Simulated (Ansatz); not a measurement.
## Hf₃C₂ and its competing phases

The calculation used DFT PBE, scalar-relativistic, plane waves, PAW in Ansatz. Settings: cutoff 420 eV, Γ-centred meshes spaced at most about 0.3 Å⁻¹, and about 0.25 Å⁻¹ or finer for metals (2π included), Gaussian smearing. No spin polarisation.

The zero of energy is the elements' standard structures at the same level; no fitted shifts are applied.

All energies are static (0 K, no zero-point motion). The k mesh leaves some 4 meV/atom of noise in the energy of each metallic cell. These runs have no spin–orbit coupling, which can matter for Hf. The reference form of C is held partly by dispersion forces, which this level lacks.

The competitors are the elements and 1 reference phase of this chemical system (from databases or known types: HfC), relaxed at the same level; other known phases may be missing.

The candidate was reached from: Al3Ni2 type (P-3m1).

```
Hf C
1.0
     3.30464    0.00000    0.00000
    -1.65232    2.86190    0.00000
     0.00000    0.00000    7.93242
Hf C
3 2
Direct
  0.00000 0.00000 0.00000
  0.33333 0.66667 0.67825
  0.66667 0.33333 0.32175
  0.33333 0.66667 0.17391
  0.66667 0.33333 0.82609
```

The lowest competing mixture at this composition:

```csv
phase,space group,source,share of atoms,ΔE_f (eV/atom)
Hf,-,element,0.2000,-0.0012
HfC,Fm-3m (No. 225),COD,0.8000,-0.918
```

The lowest database cell of Hf (-0.0012) lies slightly below the reference, hence the non-zero entry.

Task: What are the hull's energy here, the candidate's formation energy and its margin?

Result: The hull lies at -0.735 eV/atom, the weighted sum of the last column. The candidate has -0.760 eV/atom, which is 25 meV/atom below it. The candidate matches no cell in the subsets of the Crystallography Open Database and the Materials Project at hand. So it is stable against the phases compared, though an unlisted phase or errors of the functional could undo that. Checks: no imaginary mode at Γ (other wave vectors untested).
